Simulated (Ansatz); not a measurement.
The system is TiTe2.

```
Te Ti
1.0
     3.77700    0.00000    0.00000
    -1.88850    3.27098    0.00000
     0.00000    0.00000    6.49800
Te Ti
2 1
Direct
  0.33333 0.66667 0.73720
  0.66667 0.33333 0.26280
  0.00000 0.00000 0.00000
```

| Quantity | Value |
| --- | --- |
| Program | Ansatz 0.2.0 |
| Task | relaxation of cell and atoms |
| Functional | LDA |
| Potentials or basis | Ansatz PAW |
| Cutoff | 420 eV (not typed: the program's choice for these potentials) |
| k mesh | 8 × 8 × 4 |
| Occupations | fermi-dirac, width 0.05 eV |
| Spin | no spin polarisation |

At the start: volume 26.76 Å³/atom.

**Question.** Where does the relaxation end?

**Answer.** It ends after 8 steps and the volume is 24.60 Å³/atom (-8.1 %); space group P-3m1 (No. 164, to 0.05 Å).

The path:
```tsv
step	energy change (eV)	largest force (eV/Å)	volume (Å³)
1	0.0000	0.3100	80.28
2	-0.0369	0.1449	69.69
3	-0.0752	0.0437	74.81
4	-0.0775	0.0246	73.93
5	-0.0776	0.0032	73.79
6	-0.0762	0.0032	73.79
7	-0.0762	0.0005	73.79
8	-0.0762	0.0005	73.79
```

Final structure:
```cif
data_structure
_symmetry_space_group_name_H-M 'P 1'
_symmetry_Int_Tables_number 1
_cell_length_a 3.6758
_cell_length_b 3.6758
_cell_length_c 6.3056
_cell_angle_alpha 90.000
_cell_angle_beta 90.000
_cell_angle_gamma 120.000
_cell_volume 73.79
loop_
_atom_site_label
_atom_site_type_symbol
_atom_site_fract_x
_atom_site_fract_y
_atom_site_fract_z
_atom_site_occupancy
Te1 Te 0.33333 0.66667 0.73049 1
Te2 Te 0.66667 0.33333 0.26951 1
Ti1 Ti 0.00000 0.00000 0.00000 1
```

Caveat: the plane-wave basis is chosen anew once the cell has moved, so the energies of steps on either side of that aren't comparable; the PAW data sets come from PBE, with cores solved anew for the run's functional, which leaves a small shift of forces and pressure.
